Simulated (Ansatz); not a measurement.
A crystal relaxed with r2SCAN in the PAW code Ansatz has space group Fm-3m (No. 225) and a = 6.995 Å.

| atom | site | x | y | z |
| --- | --- | --- | --- | --- |
| Xx | 4a | 0.0000 | 0.0000 | 0.0000 |
| Cl | 8c | 0.2500 | 0.7500 | 0.7500 |

With r2SCAN the valence top lies at X and the conduction bottom at Γ, 5.94 eV higher; the smallest vertical gap, at X, is 5.99 eV. HSE06 gives an indirect gap of 6.59 eV, from X to Γ; the least direct gap is 6.83 eV at X. PBE gives an indirect gap of 5.31 eV, from X to Γ; the least direct gap is 5.51 eV at X. Meshes: r2SCAN 6×6×6, HSE06 4×4×4, PBE 6×6×6. r2SCAN's ε∞ is 2.8 in all directions.

Question: Which element is Xx?
A. Ca
B. Sr
C. Be
D. Mg

Answer: B. Xx is Sr: SrCl2 in the fluorite structure. Sr has 8 Cl at 3.03 Å; Cl has 4 Sr at 3.03 Å.

Calculated for a static, non-magnetic cell.

The meshes of the hybrids are coarse, so their gaps aren't converged to the digits shown.
